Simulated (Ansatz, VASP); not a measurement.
# Tl: VASP beside Ansatz

The input INCAR:

```
PREC = Accurate ; ENCUT = 520
EDIFF = 1E-6 ; ISMEAR = -1
SIGMA = 0.05 ; LREAL = F
LASPH = T ; NELM = 80
ALGO = Normal ; ISIF = 2
LWAVE = F ; LCHARG = F
GGA = PE ; NBANDS = 12
```

Contents of KPOINTS:

```
Automatic mesh
0
Gamma
  13 13 13
```

POSCAR

```
Tl
1.0
   -1.9215900000      1.9410000000      1.9410000000
    1.9410000000     -1.9215900000      1.9410000000
    1.9410000000      1.9410000000     -1.9215900000
Tl
1
Direct
    0.0000000000      0.0000000000      0.0000000000
```

Input for Ansatz:

```yaml
crystal:
  lattice:
    - [-1.92159, 1.941, 1.941]
    - [1.941, -1.92159, 1.941]
    - [1.941, 1.941, -1.92159]
  atoms:
    - { symbol: Tl, position: [0.0, 0.0, 0.0] }
kpoints:
  mp_grid: { grid: [13, 13, 13] }
scf:
  occupations: { method: fermi_dirac, width: 0.05 }
hamiltonian:
  xc: pbe
  pseudopotentials: { kind: all_electron, lapw: { basis_error: 0.00025 } }
output:
  forces: true
  stress: true
  eigenvalues: true
```

Change from the starting cell: equal xy, yz and zx shear strains of +1 %.

Alike in both runs: task single point; functional PBE; k mesh 13 × 13 × 13; occupations fermi-dirac, width 0.05 eV; no spin polarisation.

|  | VASP | Ansatz |
| --- | --- | --- |
| version | VASP 6.6.1 | Ansatz 0.2.0 |
| potentials or method | VASP PAW PBE potentials, release 64 (Tl_d) | all-electron LAPW, scalar-relativistic |
| plane-wave cutoff (eV) | 520 | see its input |

|  | VASP | Ansatz | Ansatz less VASP |
| --- | --- | --- | --- |
| pressure (GPa) | 2.2 | 2.3 | +0.07 |
| largest component of the traceless stress (GPa) | 0.10 | 0.10 | -0.001 |

Ansatz ran all-electron here, so the differences hold the error of VASP's frozen core and of both bases.

Spin-orbit coupling is left out, which matters for the levels of Tl.
